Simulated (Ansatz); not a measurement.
# Two Ansatz runs on Si

Structure from Materials Project entry mp-92 (possibly hypothetical), not relaxed further.

First run: DFT, r2SCAN, PAW with Ansatz's default frozen-core files, scalar-relativistic (Ansatz 0.2.0).

Command: `ansatz run input.yaml --threads 1 --pin off --max-ram 2048MiB --backend cpu --events-out ev --progress --plain --runs-dir out` The run took 49 s on 1 thread of Intel(R) Xeon(R) Platinum 8259CL CPU @ 2.50GHz (Skylake/Cascade Lake), on a shared host, peak memory 0.51 GiB.

```yaml
crystal:
  lattice:
    - [-2.3713723045, 2.3713723045, 1.3292653899]
    - [2.3713723045, -2.3713723045, 1.3292653899]
    - [2.3713723045, 2.3713723045, -1.3292653899]
  atoms:
    - { symbol: Si, position: [0.25, 0.75, 0.5] }
    - { symbol: Si, position: [0.5, 0.5, 0.0] }
kpoints:
  mp_grid: { grid: [16, 16, 16] }
  band_path:
    path:
      - [0.0, 0.0, 0.0]
      - [0.0, 0.0, 0.5]
      - [-0.5, 0.5, 0.5]
      - [0.0, 0.0, 0.0]
      - [0.3285532063, 0.3285532063, -0.3285532063]
      - [-0.3285532063, 0.6714467937, 0.3285532063]
      - [-0.5, 0.5, 0.5]
      - [0.0, 0.0, 0.5]
      - [0.25, 0.25, 0.25]
    npoints: 14
scf:
  occupations: { method: fermi_dirac, width: 0.08 }
hamiltonian:
  xc: r2scan
  pseudopotentials: { kind: paw }
output:
  forces: true
  stress: true
  eigenvalues: true
  efg: { contact_densities: true }
  populations: true
  bader: true
  dos: { projected: true, de: 0.2, e_range: [-14, 8] }
  write_density: true
  write_potential: true
  elf: true
  volumetric_format: npy
```

Result: converged; pressure 2.55 GPa; no gap on the k mesh; 6 SCF iterations.

The input is then changed:

```diff
@@ -25,5 +25,5 @@
 hamiltonian:
   xc: r2scan
-  pseudopotentials: { kind: paw }
+  pseudopotentials: { kind: nc }
 output:
   forces: true
@@ -32,9 +32,5 @@
   efg: { contact_densities: true }
   populations: true
-  bader: true
-  dos: { projected: true, de: 0.2, e_range: [-14, 8] }
-  write_density: true
-  write_potential: true
-  elf: true
-  volumetric_format: npy
+basis:
+  ecutwfc: "550 eV"
```

Predict the outcome of the changed run.

It was refused before any iteration. The program says:
```
Error: output.efg without hamiltonian.pseudopotentials.kind: paw|paw_fr|all_electron or hamiltonian.pseudopotentials.kind: all_electron — the all-electron EFG reconstruction needs the PAW one-centre densities; drop the efg request, or set kind: paw (paw_fr under spin-orbit coupling) (under a functional that reads the kinetic-energy density, kind: paw is refused in some combinations and carries risks of its own in the rest: see hamiltonian.xc for the refusals and hamiltonian.pseudopotentials.kind for the risks, both in the input reference; kind: paw is refused beside gw.static_remainder)
```
